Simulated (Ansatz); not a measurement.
# Pb (Fm-3m) in Ansatz: settings compared

One crystal, Pb, is run at these levels: BPBE, RPBE+D3(BJ); tasks: single point.

Program: Ansatz 0.2.0. These are calculated values, not measurements. Logs are shortened: lines on timing, memory, paths and dates and some standing lists are left out, and cuts for length are marked.

## 1. The undisturbed crystal

The structure is cubic, space group Fm-3m (No. 225). Conventional cell: a = 4.950 Å, b = 4.950 Å, c = 4.950 Å, α = 90.00°, β = 90.00°, γ = 90.00°. Pb (site symmetry m-3m) has 12 Pb at 3.50 Å as nearest neighbours.

## 2. Single point, BPBE, spin-orbit coupling, no magnetisation (cell strained at random at fixed volume)

The input, input.yaml:

```yaml
crystal:
  lattice:
    - [0.004966, 2.501798, 2.487123]
    - [2.45494, 0.02114, 2.470948]
    - [2.469068, 2.499751, 0.007012]
  atoms:
    - { symbol: Pb, position_ang: [0.107413723, -0.124205886, 0.11126092] }
hamiltonian:
  xc: { exchange: b88, correlation: pbe }
  pseudopotentials: { kind: paw_fr }
magnetization:
  noncollinear: true
  spin_orbit: true
kpoints:
  mp_grid: { grid: [7, 7, 7] }
scf:
  occupations: { method: fermi_dirac, width: 0.05 }
  n_extra_bands: 32
output:
  forces: true
  stress: true
  eigenvalues: true
  write_density: true
  write_potential: true
  elf: true
  volumetric_format: npy
basis:
  ecutrho_ratio: 12
```

Potentials or basis: Ansatz PAW.

Run with:

```console
$ ansatz run input.yaml --threads 1 --pin off --max-ram 2560MiB --backend cpu --events-out ev --progress --plain --runs-dir out
```

The log of the run:

```text
Warning: RAYON_NUM_THREADS=1 ignored (pool sized by the plan → 1); use --threads N
scf.n_extra_bands = 32 over 14 filled bands (N_el = 14.0): the run solves 46 bands
Engine: ansatz 0.2.0, aarch64-unknown-linux-gnu
Pseudopotentials: kind: paw_fr
Pseudopotential: Pb, paw_fr, valence charge 14, recommended cutoff 420 eV (normal), Pb.paw.azcp#standard-fr
Functional definition: unnamed
  exchange = b88_x
  correlation = pbe_c
non-collinear run that drives no moment, with spin-orbit: no starting moment large enough to seed its density (crystal.atoms[].spin), no starting occupations that ask for one, no magnetisation constraint and no magnetic field, so the semilocal B_xc is pinned to zero
Crystal: 1 atoms, lattice volume = 30.323 Å³
Basis set: ecut = 420 eV, 595 PW (Γ), exchange–correlation on 90×90×90 points (8 copies of the dense FFT grid, shifted against one another)
Bands: 46, of which v1, the nominal top of the filled ones, is band 14 counted from 1 (13 counted from 0)
Symmetry: 2 space group operations + 2 with time reversal
Magnetic group: BNS 2.5 (UNI 5), of the structure as read, at distance tolerance 3.1e-5 Å
k-points: 172 of 343
Projection manifold: j_resolved (fully-relativistic pseudo-atomic orbitals)
Non-local potential: Pb, projectors of the file, l = 0: 2, l = 1: 4, l = 2: 4, l = 3: 4
PAW form: soft (Blöchl's): semilocal exchange-correlation on the pseudo side does not see the compensation charge
PAW frozen core: Pb, regenerated for the run's functional, and the local potential with it (the file was generated under x = pbe(κ = 0.804, μ = 0.2195149727645171), c = pbe(β = 0.06672455060314922))
PAW one-centre angular grid: Pb, 590 points (default); XC on 201 of its mesh's 2897 points in the sphere
Initial density: superposition of atomic densities (chi_scale 0.1, normalization cell)
Initial wavefunctions: pseudopotential atomic-orbital guess
Functional: x = b88, c = pbe(β = 0.06672455060314922)
SCF iter   1: F=—  HF=-11989.190300 eV  |F-HF|=—  |Δ(HF+E_count)|=         —  Δρ=5.93e-3  dr2=1.51e-2  dr2_m=0.00e0 (ungated)  ethr=3.10e-3  |M|=0.00e0 ∫|m|=0.00e0 μB  |m|>n=0.0e0 m-floor=0.0e0 τ_xc=0.0e0  β_m=0.30  ⟨swp⟩=6.1  Hψ=20295  notcnv=0  defer=3472
preconditioner: auto → none  [insulator: Δε(μ)=0.291 eV  Ē_g=31.321 eV  σ=0.050 eV  W_gap=0.71  n_scr=8 (ndim 8)  ℏωp=25.2 eV  f_vac=0.000  D(μ)=0.29/eV (n_scr^D=0)  ε∞_Penn≈1.6]
SCF iter   2: F=—  HF=-11989.185172 eV  |F-HF|=—  |Δ(HF+E_count)|=   5.13e-3  Δρ=3.16e-3  dr2=4.13e-3  dr2_m=0.00e0 (ungated)  ethr=1.08e-4  |M|=0.00e0 ∫|m|=0.00e0 μB  |m|>n=0.0e0 m-floor=0.0e0 τ_xc=0.0e0  β_m=0.46  ⟨swp⟩=2.0  Hψ=5189  notcnv=0  defer=4350
SCF iter   3: F=—  HF=-11989.184433 eV  |F-HF|=—  |Δ(HF+E_count)|=   7.39e-4  Δρ=1.21e-3  dr2=2.47e-4  dr2_m=0.00e0 (ungated)  ethr=2.95e-5  |M|=0.00e0 ∫|m|=0.00e0 μB  |m|>n=0.0e0 m-floor=0.0e0 τ_xc=0.0e0  β_m=0.73  ⟨swp⟩=2.0  Hψ=3485  notcnv=0  defer=4350
SCF iter   4: F=—  HF=-11989.184529 eV  |F-HF|=—  |Δ(HF+E_count)|=   9.55e-5  Δρ=2.79e-4  dr2=3.27e-5  dr2_m=0.00e0 (ungated)  ethr=1.77e-6  |M|=0.00e0 ∫|m|=0.00e0 μB  |m|>n=0.0e0 m-floor=0.0e0 τ_xc=0.0e0  β_m=0.71  ⟨swp⟩=2.0  Hψ=2839  notcnv=0  defer=4350
SCF iter   5: F=—  HF=-11989.184514 eV  |F-HF|=—  |Δ(HF+E_count)|=   1.48e-5  Δρ=1.41e-5  dr2=8.83e-8  dr2_m=0.00e0 (ungated)  ethr=7.14e-10  |M|=0.00e0 ∫|m|=0.00e0 μB  |m|>n=0.0e0 m-floor=0.0e0 τ_xc=0.0e0  β_m=0.81  ⟨swp⟩=20.3  Hψ=40393  notcnv=0
SCF iter   6: F=-11989.184514 eV  HF=-11989.184514 eV  |F-HF|=1.08e-9  |Δ(HF+E_count)|=   4.48e-8  Δρ=1.77e-6  dr2=1.13e-9  dr2_m=0.00e0 (ungated)  ethr=6.31e-10  |M|=0.00e0 ∫|m|=0.00e0 μB  |m|>n=0.0e0 m-floor=0.0e0 τ_xc=0.0e0  ⟨swp⟩=6.4  Hψ=12754  notcnv=0
SCF 1 converged in 6 iterations: F = -11989.184514 eV  dr2 = 1.13e-9
SCF converged after 6 iterations
Magnetization: |M| = 0.0000 μB,  M = (+0.0000, +0.0000, +0.0000) μB
Absolute magnetization: 0.0000 μB (∫|m|)
  site 0: m = (+0.0000, +0.0000, +0.0000) μB, |m| = 0.0000 μB  (R = 1.44 Å)
Free energy (F): -11989.184514 eV
Harris-Foulkes:  -11989.184514 eV  (|F-HF|=1.08e-9)
Internal energy: -11989.181909 eV  (E = F + TS)
E sigma→0 (E₀):  -11989.183212 eV
Entropy (-TS):   -0.002605 eV (-2.605 meV/atom)
Fermi energy:    10.749247 eV
--- Per-component energies (eV) ---
  E_band       = -36.463375
  E_kinetic    = 290.233505
  E_local      = -1017.256645  (includes V_loc(G=0)·N_el)
  E_nonlocal   = 350.714528
  E_hartree    = 404.760487
  E_xc         = -221.901818
  E_vxc        = -133.458581  (∫ρ·V_xc dr)
  E_paw        = -10488.572147  (= ΣΔE_a)
  E_vpaw       = -336.218465  (= ΣTr[D̂ρ^β])
  E_aug_tail   = -0.000000  (compensation charges beyond the density's cutoff)
  E_ewald      = -1307.036095
  E_core_change = -0.123723  (= ΣΔE_core)
  E_smearing   = -0.002605  (= −TS)
  E_closure    = 0.000000  (closes the sum)
  Σ components = -11989.184514   (vs F -11989.184514, Δ=0.00e0)
--- Forces (eV/Å), atoms counted from 1 ---
  atom   1  Pb     0.00000000     0.00000000     0.00000000
  max |Σ_I F_I| component: 0.00e0 eV/Å
--- Stress (GPa, compression-positive) ---
        2.559612      -0.224428       0.108919
       -0.224428       2.480591      -0.270566
        0.108919      -0.270566       2.610354
  P = ⅓ Tr σ = 2.5502 GPa (25.502 kbar)
--- Band table (eV; the first three rows and the last of 172) ---
  k-point 0: bands = ["-7.5151", "-7.5151", "-7.5137", "-7.5137", "-5.0208", "-5.0208", "-4.9274", "-4.9274", "-4.9162", "-4.9162", "-0.7945", "-0.7945", "15.8856", "15.8856", "19.1312", "19.1312", "19.3031", "19.3031", "20.7471", "20.7471", "22.3339", "22.3339", "23.2421", "23.2421", "23.3872", "23.3872", "23.7497", "23.7497", "25.1812", "25.1812", "25.7162", "25.7162", "26.0146", "26.0146", "29.2708", "29.2708", "29.5651", "29.5651", "29.8924", "29.8924", "39.6813", "39.6813", "39.9408", "39.9408", "40.0021", "40.0021"]
  k-point 1: bands = ["-7.5114", "-7.5114", "-7.4985", "-7.4985", "-5.0002", "-5.0002", "-4.9367", "-4.9367", "-4.8946", "-4.8946", "-0.4034", "-0.4034", "14.2476", "14.2476", "17.1369", "17.1369", "18.7242", "18.7242", "20.2588", "20.2588", "23.5341", "23.5341", "23.9464", "23.9464", "24.1293", "24.1293", "24.4100", "24.4100", "24.4961", "24.4961", "24.8228", "24.8228", "27.1612", "27.1612", "30.9416", "30.9416", "31.3261", "31.3261", "32.2952", "32.2952", "39.2775", "39.2775", "39.4927", "39.4927", "40.0453", "40.0453"]
  k-point 2: bands = ["-7.5057", "-7.5057", "-7.4662", "-7.4662", "-4.9849", "-4.9849", "-4.9398", "-4.9398", "-4.8333", "-4.8333", "0.7566", "0.7566", "10.4260", "10.4260", "16.0077", "16.0077", "17.9006", "17.9006", "19.9481", "19.9481", "22.0192", "22.0192", "22.8597", "22.8597", "23.2157", "23.2157", "25.9493", "25.9493", "26.3528", "26.3528", "26.5862", "26.5862", "32.7182", "32.7182", "33.6535", "33.6535", "33.9635", "33.9635", "36.9112", "36.9112", "37.4095", "37.4095", "37.7025", "37.7025", "40.3727", "40.3727"]
  k-point 171: bands = ["-7.4929", "-7.4929", "-7.4395", "-7.4395", "-4.9951", "-4.9951", "-4.8919", "-4.8919", "-4.7937", "-4.7937", "3.0207", "3.0207", "7.0655", "7.0655", "13.5181", "13.5181", "15.9038", "15.9038", "19.0206", "19.0206", "22.3446", "22.3446", "23.3053", "23.3053", "25.3883", "25.3883", "27.1444", "27.1444", "28.2558", "28.2558", "29.2944", "29.2944", "34.6631", "34.6631", "34.9242", "34.9242", "35.9105", "35.9105", "36.7418", "36.7418", "37.1094", "37.1094", "39.5874", "39.5874", "40.6003", "40.6003"]
```

Wall time 45 s (1 thread of Arm Neoverse V2, shared host); peak memory 0.72 GiB.

Results:

* Free energy: -11989.1845 eV
* Pressure: 2.6 GPa
* Band gap on the k mesh: none (metal or under the smearing width)

Levels at points of the mesh, in eV from the Fermi level:
| k point | band 10 | band 11 | band 12 | band 13 | band 14 | band 15 | band 16 | band 17 | band 18 | band 19 |
| --- | --- | --- | --- | --- | --- | --- | --- | --- | --- | --- |
| (0.00, 0.00, 0.00) | -15.67 | -11.54 | -11.54 | 5.14 | 5.14 | 8.38 | 8.38 | 8.55 | 8.55 | 10.00 |

Caveat: the PAW data sets come from PBE, with cores solved anew for the run's functional, which leaves a small shift of forces and pressure.

## 3. Single point, RPBE+D3(BJ), non-collinear spin, ferromagnetic start (volume scaled by 0.8)

The input, input.yaml:

```yaml
crystal:
  lattice:
    - [0.0, 2.297605039, 2.297605039]
    - [2.297605039, 0.0, 2.297605039]
    - [2.297605039, 2.297605039, 0.0]
  atoms:
    - { symbol: Pb, spin: 0.5, spin_axis: [0.5, 0.0, 0.0], position_ang: [0.0, 0.0, 0.0] }
hamiltonian:
  xc: rpbe
  pseudopotentials: { kind: paw, accuracy: stringent }
  dispersion: d3bj
magnetization:
  noncollinear: true
  spin_orbit: false
kpoints:
  mp_grid: { grid: [9, 9, 9] }
scf:
  occupations: { method: fermi_dirac, width: 0.025 }
output:
  forces: true
  stress: true
  eigenvalues: true
```

Potentials or basis: SSSP precision PAW.

Run with:

```console
$ ansatz run input.yaml --threads 1 --pin off --max-ram 2560MiB --backend cpu --events-out ev --progress --plain --runs-dir out
```

The log of the run:

```text
Warning: The stringent table, which hamiltonian.pseudopotentials names, holds the potential of the library's standard table for Pb (one content_sha256, or a second file that the publisher made of the same generator input, which states another). The run takes no other species from the library, so that hamiltonian.pseudopotentials.accuracy: standard would change no potential of it. For Pb the stringent table recommends other cutoffs, which a deck that states both cutoffs itself does not take, and that is all that sets it apart from standard there. The deck needs no change, but a comparison with a run at hamiltonian.pseudopotentials.accuracy: standard does not test the potential of Pb. With hamiltonian.pseudopotentials.accuracy and source left out a run reads another potential of Pb, from this project's own files. To test it, run on another potential, such as that of hamiltonian.pseudopotentials: {kind: paw}
Warning: RAYON_NUM_THREADS=1 ignored (pool sized by the plan → 1); use --threads N
[... 1 set-up line as earlier in the session ...]
Pseudopotentials: kind: paw
Pseudopotential: Pb, paw, valence charge 14, recommended cutoff 612.256191 eV (normal), Pb.paw.azcp
Functional definition: RPBE
  parameter kappa = 0.804
  parameter beta = 0.06672455060314922
  exchange = rpbe_x(kappa = kappa, mu = beta*pi^2/3)
  correlation = pbe_c(beta = beta)
this run first makes a single point of its starting geometry on two collinear spin channels, or without spin where it has no moments, for its own SCFs to start from. `scf.lower_state_search: off` leaves that single point out
Crystal: 1 atoms, lattice volume = 24.258 Å³
Basis set: ecut = 612.256191 eV, 869 PW (Γ), exchange–correlation on 90×90×90 points (8 copies of the dense FFT grid, shifted against one another)
Bands: 12, of which v1, the nominal top of the filled ones, is band 7 counted from 1 (6 counted from 0)
Symmetry: 48 space group operations
Space group: Fm-3m (ITA 225), of the structure as read, at distance tolerance 2.9e-5 Å
Magnetic group: BNS 225.116 (UNI 1618), of the structure as read, at distance tolerance 2.9e-5 Å
k-points: 35 of 729
Non-local potential: Pb, projectors of the file, l = 0: 2, l = 1: 2, l = 2: 2
PAW form: compensated (Kresse and Joubert's): semilocal exchange-correlation on the pseudo side sees the compensation charge
PAW one-centre angular grid: Pb, 590 points (default); XC on 119 of its mesh's 1007 points in the sphere
[... 1 set-up line as earlier in the session ...]
Starting moments: Σ|m| = 0.5 μB on 1 of 1 site
[... 1 set-up line as earlier in the session ...]
Functional: x = rpbe, c = pbe(β = 0.06672455060314922)
iter 1 solved again at ethr=2.57e-4 eV; its pass at ethr=3.10e-3 eV (dr2=3.60e-2 eV) is discarded
SCF iter   1: F=—  HF=-11862.572719 eV  |F-HF|=—  |Δ(HF+E_count)|=         —  Δρ=2.51e-2 (↑2.51e-2 ↓1.67e-2)  dr2=4.02e-2  dr2_m=9.41e-2  M=0.035 μB ∫|m|=0.041 μB  β_m=0.30  ethr=2.57e-4  ⟨swp⟩=1.7  Hψ=8334  notcnv=0
preconditioner: auto → none  [metal: Δε(μ)=0.068 eV  Ē_g=22.777 eV  σ=0.025 eV  W_gap=0.46  n_scr=8 (ndim 8)  ℏωp=28.2 eV  f_vac=0.000  D(μ)=0.47/eV (n_scr^D=0)  sad-step TF]
SCF iter   2: F=—  HF=-11862.580001 eV  |F-HF|=—  |Δ(HF+E_count)|=   7.28e-3  Δρ=1.78e-2 (↑1.78e-2 ↓1.17e-2)  dr2=2.24e-2  dr2_m=4.65e-2  M=0.033 μB ∫|m|=0.038 μB  β_m=0.30  ethr=2.57e-4  ⟨swp⟩=1.4  Hψ=874  notcnv=0
SCF iter   3: F=—  HF=-11862.580397 eV  |F-HF|=—  |Δ(HF+E_count)|=   3.96e-4  Δρ=1.12e-2 (↑1.08e-2 ↓1.12e-2)  dr2=4.75e-3  dr2_m=2.28e-2  M=0.028 μB ∫|m|=0.030 μB  β_m=0.30  ethr=1.60e-4  ⟨swp⟩=3.0  Hψ=1874  notcnv=0
SCF iter   4: F=—  HF=-11862.584511 eV  |F-HF|=—  |Δ(HF+E_count)|=   4.11e-3  Δρ=7.81e-3 (↑7.81e-3 ↓7.68e-3)  dr2=2.34e-3  dr2_m=1.14e-2  M=0.023 μB ∫|m|=0.025 μB  β_m=0.30  ethr=3.39e-5  ⟨swp⟩=1.1  Hψ=1031  notcnv=0  defer=1
SCF iter   5: F=—  HF=-11862.587076 eV  |F-HF|=—  |Δ(HF+E_count)|=   2.56e-3  Δρ=5.08e-3 (↑5.06e-3 ↓5.08e-3)  dr2=8.68e-6  dr2_m=5.71e-3  M=0.018 μB ∫|m|=0.019 μB  β_m=0.30  ethr=1.67e-5  ⟨swp⟩=2.3  Hψ=1242  notcnv=0  defer=1
[... 19 lines left out ...]
Starting moments: Σ|m| = 0.5 μB on 1 of 1 site; this step starts from the density that it was given
iter 1 solved again at ethr=4.63e-7 eV; its pass at ethr=3.10e-3 eV (dr2=6.49e-5 eV) is discarded
SCF iter   1: F=—  HF=-11862.589206 eV  |F-HF|=—  |Δ(HF+E_count)|=         —  Δρ=5.65e-6  dr2=2.16e-9  dr2_m=9.75e-12  ethr=4.63e-7  |M|=1.91e-6 ∫|m|=2.56e-6 μB  |m|>n=0.0e0 m-floor=0.0e0 τ_xc=0.0e0  β_m=0.30  ⟨swp⟩=4.3  Hψ=7279  notcnv=0
eigensolver tolerance schedule: the retry pair's looser diagonalisation over-reported the residual by 30029.91 of it (diagonalisation noise at an unbounded share of the residual, at the tolerance the schedule requests for it); recorded, not acted on — ethr = c·dr2/N_el stays at c = 1.0e-1
preconditioner: auto → none  [insulator: Δε(μ)=0.079 eV  Ē_g=21.291 eV  σ=0.025 eV  W_gap=0.65  n_scr=8 (ndim 8)  ℏωp=28.2 eV  f_vac=0.000  D(μ)=0.58/eV (n_scr^D=0)  ε∞_Penn≈2.8]
SCF iter   2: F=-11862.589205 eV  HF=-11862.589205 eV  |F-HF|=2.55e-11  |Δ(HF+E_count)|=   3.97e-7  Δρ=1.24e-6  dr2=1.62e-10  dr2_m=5.70e-12  ethr=1.54e-11  |M|=1.50e-6 ∫|m|=2.01e-6 μB  |m|>n=0.0e0 m-floor=0.0e0 τ_xc=0.0e0  ⟨swp⟩=8.9  Hψ=3975  notcnv=0
WARN: the starting moments were not kept: the SCF closed with an absolute magnetisation of 2.0e-6 μB, where they sum to 0.5 μB in size (1 site). That is at most 0.1 of that sum. Measured as dr2_m measures the in/out step, that magnetisation stands 5.8e-13 eV from none, at or under the dr2_threshold of 1.0e-7 eV: it is no larger than a step whose dr2_m would equal this threshold. The system may hold no moment; this SCF shows only that its start led to no more than that. This SCF took its magnetisation from a saved state (the deck's checkpoint.read, a session's seed or a resume), or from the single point or search that the run made first, and not from the starting moments. Where the run's atoms have moved since that state, how it is taken is a key of its own (checkpoint.density_extrapolation: follow_atoms, where typed, takes the whole of its magnetisation to them with its atoms, but for some exceptions; the density_extrapolation keyword of a session's seed is the same key). To be rid of a resumed run's state, run its deck in a fresh run directory. To be rid of the state of a single point that the run made first, give starting moments in the input or, where a deck that gives them still makes one, type scf.lower_state_search: off. To try another start, run it without that state.
SCF 2 converged in 2 iterations: F = -11862.589205 eV  dr2 = 1.62e-10
SCF converged after 2 iterations
Stability not checked: this state was not tested for a lower state beside it, because this non-collinear magnet's GGA is evaluated by the locally collinear projection, under which the energy is not smooth in the magnetisation (locally_collinear_gga; see scf.lower_state_search)
Magnetization: |M| = 0.0000 μB,  M = (+0.0000, +0.0000, +0.0000) μB
Absolute magnetization: 0.0000 μB (∫|m|, with the PAW one-centre terms)
Moment direction: held on its axis by an average over the rotations of spin about it
  site 0: m = (+0.0000, +0.0000, +0.0000) μB, |m| = 0.0000 μB  (R = 1.34 Å)
Free energy (F): -11862.589205 eV
Harris-Foulkes:  -11862.589205 eV  (|F-HF|=2.55e-11)
Internal energy: -11862.587949 eV  (E = F + TS)
E sigma→0 (E₀):  -11862.588577 eV
Entropy (-TS):   -0.001256 eV (-1.256 meV/atom)
Fermi energy:    15.022372 eV
--- Per-component energies (eV) ---
  E_band       = 17.749450
  E_kinetic    = 428.801328
  E_local      = -830.819308  (includes V_loc(G=0)·N_el)
  E_nonlocal   = 174.607993
  E_hartree    = 308.119595
  E_xc         = -606.475006
  E_vxc        = -320.320995  (∫ρ·V_xc dr)
  E_paw        = -9925.441006  (= ΣΔE_a)
  E_vpaw       = -50.758436  (= ΣTr[D̂ρ^β])
  E_aug_tail   = 0.000009  (compensation charges beyond the density's cutoff)
  E_ewald      = -1407.987438
  E_disp       = -3.394116  (pairwise vdW)
  E_smearing   = -0.001256  (= −TS)
  E_closure    = -0.000000  (closes the sum)
  Σ components = -11862.589205   (vs F -11862.589205, Δ=0.00e0)
--- Forces (eV/Å), atoms counted from 1 ---
  atom   1  Pb    -0.00000000     0.00000000    -0.00000000
  max |Σ_I F_I| component: 1.93e-24 eV/Å
--- Stress (GPa, compression-positive) ---
       -5.955764      -0.000000      -0.000000
       -0.000000      -5.955764       0.000000
        0.000000      -0.000000      -5.955764
  P = ⅓ Tr σ = -5.9558 GPa (-59.558 kbar)
--- Band table (eV; the first three rows and the last of 35) ---
  k-point 0: bands = ["-2.2335", "-2.2335", "-2.2335", "-2.2335", "-2.2335", "-2.2335", "-1.9659", "-1.9659", "-1.9659", "-1.9659", "1.6708", "1.6708", "24.5098", "24.5098", "24.5098", "24.5098", "24.5098", "24.5098", "25.4436", "25.4436", "29.3097", "29.3097"]
  k-point 1: bands = ["-2.2396", "-2.2396", "-2.2032", "-2.2032", "-2.2032", "-2.2032", "-1.9676", "-1.9676", "-1.9676", "-1.9676", "1.9683", "1.9683", "21.5754", "21.5755", "24.1556", "24.1556", "24.1556", "24.1556", "25.3094", "25.3095", "29.5529", "29.5529"]
  k-point 2: bands = ["-2.2674", "-2.2674", "-2.1674", "-2.1674", "-2.1674", "-2.1674", "-1.9285", "-1.9285", "-1.9285", "-1.9285", "2.8783", "2.8783", "17.3607", "17.3607", "23.4046", "23.4046", "23.4046", "23.4046", "25.1853", "25.1853", "28.5195", "28.5196"]
  k-point 34: bands = ["-2.2547", "-2.2547", "-2.2208", "-2.2208", "-2.0689", "-2.0689", "-1.8805", "-1.8805", "-1.6772", "-1.6772", "8.5992", "8.5992", "12.8978", "12.8978", "13.9622", "13.9622", "15.9036", "15.9036", "27.1957", "27.1957", "28.0105", "28.0105"]
```

Run time: 8.1 s. Hardware: 1 thread of Arm Neoverse V2, shared host; peak memory 0.43 GiB.

What came out:

* Free energy: -11862.5892 eV
* Pressure: -6.0 GPa
* Band gap on the k mesh: none (metal or under the smearing width)
* Net moment: 0.00 μB per cell
* Absolute moment: 0.00 μB per cell

Moments on the atoms (μB; x, y, z):
```
Pb  0.00 0.00 0.00
```

Caveat: the potentials were made for another functional, which shifts forces and pressure; pairwise dispersion overbinds metals, which lowers pressure and volume; the starting moments weren't kept. Spin-orbit coupling is left out, which matters for the levels of Pb.
